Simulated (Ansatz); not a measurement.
AlAu:

```
Au Al
1.0
     3.22394    0.00000    0.00000
     0.00000    3.22394    0.00000
     0.00000    0.00000    3.22394
Au Al
1 1
Direct
  0.50000 0.50000 0.50000
  0.00000 0.00000 0.00000
```

The cell comes from a database or a generator and needn't be the stable form of this composition.

Base run:

- Program: Ansatz 0.2.0
- Functional: PBEsol
- Potentials or basis: Ansatz PAW
- Cutoff: 420 eV (not typed: the program's choice for these potentials)
- k mesh: 8 × 8 × 8
- Occupations: fermi-dirac, width 0.05 eV
- Spin: no spin polarisation

Its results: band gap on the k mesh none (metal or under the smearing width); pressure -5.2 GPa.

The run is repeated on the same cell with these changes: spin from no spin polarisation to spin-orbit coupling, no magnetisation; potential files from those of the base run to others of the same set. What comes out?

Band gap on the k mesh none (metal or under the smearing width); pressure -6.1 GPa.

Caveats: the PAW data sets come from PBE, with cores solved anew for the run's functional, which leaves a small shift of forces and pressure; spin-orbit coupling is left out, which moves the levels of the heavy elements (some runs).
